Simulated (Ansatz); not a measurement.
Set up this calculation in Ansatz 0.2.0, as the native input.

```
Task                : relaxation of cell and atoms
Functional          : BLYP
Dispersion          : D4
Potentials or basis : Ansatz PAW
Cutoff              : 420 eV (not typed: the program's choice for these potentials)
k mesh              : 11 × 11 × 6
Occupations         : fermi-dirac, width 0.05 eV
Spin                : no spin polarisation
```

Ru:

```
CELL_PARAMETERS angstrom
2.70580 0.00000 0.00000
-1.35290 2.34329 0.00000
0.00000 0.00000 4.28190
ATOMIC_POSITIONS crystal
Ru 0.66667 0.33333 0.75000
Ru 0.33333 0.66667 0.25000
```

One way to write it, as run:

input.yaml

```yaml
crystal:
  lattice:
    - [2.7058, 0.0, 0.0]
    - [-1.3529, 2.3432915376, 0.0]
    - [0.0, 0.0, 4.2819]
  atoms:
    - { symbol: Ru, position: [0.6666666667, 0.3333333333, 0.75] }
    - { symbol: Ru, position: [0.3333333333, 0.6666666667, 0.25] }
hamiltonian:
  xc: blyp
  pseudopotentials: { kind: paw }
  dispersion: d4
kpoints:
  mp_grid: { grid: [11, 11, 6] }
scf:
  occupations: { method: fermi_dirac, width: 0.05 }
output:
  forces: true
  stress: true
  write_density: true
  write_potential: true
  elf: true
  volumetric_format: npy
relax:
  f_tol: 0.01
  max_steps: 40
  cell: { stress_tol: 0.05 }
```

Potentials or basis: Ansatz PAW.

The run is started by

```bash
$ ansatz run input.yaml --threads 2 --pin off --max-ram 5120MiB --backend cpu --events-out ev --progress --plain --runs-dir out
```

Results of the run:

| Item | Value |
| --- | --- |
| Relaxed volume | 13.87 Å³/atom |
| Relaxed cell | a = 2.727 Å, b = 2.727 Å, c = 4.310 Å, α = 90.00°, β = 90.00°, γ = 120.00° |
| Space group after relaxing (to 0.05 Å) | P6_3/mmc (No. 194) |
| Energy gained by relaxing | 6.4 meV/atom |
| Ionic steps | 5 |
| Pressure after relaxing | 0.0 GPa |
| Band gap on the k mesh | none (metal or under the smearing width) |

Caveat: the plane-wave basis is chosen anew once the cell has moved, so the energies of steps on either side of that aren't comparable; pairwise dispersion overbinds metals, which lowers pressure and volume; the PAW data sets come from PBE, with cores solved anew for the run's functional, which leaves a small shift of forces and pressure.

Run time: 5.4 s on 2 threads of Arm Neoverse V2 (shared host), peak memory 0.32 GiB.
